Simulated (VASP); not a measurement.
HgSe, 2 atoms in the cell. The structure is cubic, space group F-43m (No. 216). Conventional cell: a = 6.146 Å, b = 6.146 Å, c = 6.146 Å, α = 90.00°, β = 90.00°, γ = 90.00°. Hg (site symmetry -43m) is surrounded by 4 Se at 2.66 Å. Se (site symmetry -43m) is surrounded by 4 Hg at 2.66 Å. 

| Item | Value |
| --- | --- |
| Program | VASP 6.6.1 |
| Task | relaxation of cell and atoms |
| Functional | PBEsol |
| Potentials or basis | VASP PAW PBE potentials, release 64 (Hg, Se) |
| Cutoff | 600 eV |
| k mesh | 10 × 10 × 10 |
| Occupations | gaussian, width 0.03 eV |
| Spin | no spin polarisation |
| Further INCAR settings | ALGO = Normal; EDIFF = 1e-07; IBRION = 2; EDIFFG = -0.005; NSW = 90; ISIF = 3 |

Potentials or basis: VASP PAW PBE potentials, release 64 (Hg, Se).

Launch:

```console
$ cat potpaw_PBE.64/Hg/POTCAR potpaw_PBE.64/Se/POTCAR > POTCAR
$ mpirun -np 4 vasp_std > vasp.out
```

Hardware: 4 MPI ranks on Intel(R) Xeon(R) Platinum 8488C (Sapphire Rapids), on a shared host.

Question: How long does it take, and how much memory?

Answer: Wall time 8.4 s on 4 MPI ranks on Intel(R) Xeon(R) Platinum 8488C (Sapphire Rapids), with other jobs on the host, peak memory 0.23 GiB a rank. Counts: scf iterations 13, k points 47, ion steps 1.
